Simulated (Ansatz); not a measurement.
## LDA, PBE, PBEsol and r²SCAN on CdO

```xyz
2
Lattice="0.0000 2.3481 2.3481 2.3481 0.0000 2.3481 2.3481 2.3481 0.0000" Properties=species:S:1:pos:R:3 pbc="T T T"
Cd    0.0000    0.0000    0.0000
O     2.3481    2.3481    2.3481
```

Atom numbers follow the list: Cd1, O2.

The geometry is COD entry 9006671, unchecked; take it as a test cell.

One fixed cell is solved with several functionals by PAW (frozen-core files) in Ansatz 0.2.0, scalar-relativistically. A positive pressure means that the functional wants a larger cell.

The PAW files were made with PBE; their cores are remade for each functional.

Sampling and basis: a Γ-centred 11×11×11 k mesh, Fermi–Dirac smearing of 0.02 eV, cutoff 420 eV, no spin polarisation.

Cutoffs: PBE 420 eV, LDA 420 eV, PBEsol 420 eV, r²SCAN 500 eV.

Gaps under 0.4 eV may close at points that the mesh misses.

(1) One of the runs gave P (GPa) = 6.35, gap over the k mesh and a high-symmetry path (eV) = none, lowest level at Γ above −25 eV, from the valence-band top or, without a gap, the Fermi level (eV) = -17.41. Which setting was it?
A. r²SCAN
B. PBEsol
C. PBE
D. LDA

Answers

(1) C. The full set:
```
setting  P (GPa)  gap over the k mesh and a high-symmetry path (eV)  lowest level at Γ above −25 eV, from the valence-band top or, without a gap, the Fermi level (eV)
    PBE     6.35                                               none                                                                                             -17.41
    LDA    -5.91                                               none                                                                                             -17.18
 PBEsol    -0.56                                               none                                                                                             -17.37
 r²SCAN     0.92                                               0.11                                                                                             -18.30
```
